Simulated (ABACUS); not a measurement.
Wanted: the native input for an ABACUS 3.10.1 run.

- Task: single point
- Functional: PBEsol
- Potentials or basis: PseudoDojo NC SR 0.4 PBEsol stringent
- Cutoff: 1102 eV
- Density cutoff: 4408 eV
- Basis: plane waves
- k mesh: 8 × 8 × 2
- Occupations: fermi-dirac, width 0.05 eV
- Spin: no spin polarisation
- Radial cutoff of the potentials (pseudo_rcut): 7 bohr
- SCF threshold on the density: 1e-08
- Max SCF steps: 100
- Eigensolver: dav
- Mixing: broyden
- Mixing share: 0.7
- Symmetry key: 1

Slab: MoS2, a slab with vacuum.

```
Mo S
1.0
     3.18413    0.00000    0.00000
    -1.59206    2.75753    0.00000
     0.00000    0.00000   17.33460
Mo S
1 2
Direct
  0.00000 0.00000 0.00000
  0.33333 0.66667 0.91051
  0.33333 0.66667 0.08949
```

These files were run (other wordings do the same):

INPUT

```
INPUT_PARAMETERS
suffix              MoS2
calculation         scf
basis_type          pw
pseudo_dir          ./
symmetry            1
dft_functional      pbesol
ecutwfc             81
pseudo_rcut         7
nspin               1
nbands              23
ks_solver           dav
smearing_method     fd
smearing_sigma      0.00367493
scf_thr             1e-08
scf_nmax            100
mixing_type         broyden
mixing_beta         0.7
cal_force           1
cal_stress          1
out_chg             1
kpar                4
```

STRU

```
ATOMIC_SPECIES
Mo 95.9500 Mo.upf
S 32.0600 S.upf

LATTICE_CONSTANT
1.8897261246

LATTICE_VECTORS
3.1841260822 0.0000000000 0.0000000000
-1.5920630411 2.7575340760 0.0000000000
0.0000000000 0.0000000000 17.3345999500

ATOMIC_POSITIONS
Direct

Mo
0.0
1
0.0000000000 0.0000000000 0.0000000000 1 1 1

S
0.0
2
0.3333333333 0.6666666667 0.9105070200 1 1 1
0.3333333333 0.6666666667 0.0894929800 1 1 1
```

KPT

```
K_POINTS
0
Gamma
8 8 2 0 0 0
```

Potentials or basis: PseudoDojo NC SR 0.4 PBEsol stringent, plane waves.

Launch:

```console
$ OMP_NUM_THREADS=1 mpirun -np 4 abacus > log
```

It gave:

* Largest force: 0.140 eV/Å
* Band gap on the k mesh: 1.78 eV, indirect (least direct gap 1.98 eV)

Run time: 41 s on 4 MPI ranks on Intel(R) Xeon(R) 6975P-C (Granite Rapids), with other jobs on the host, peak memory 0.84 GiB a rank.
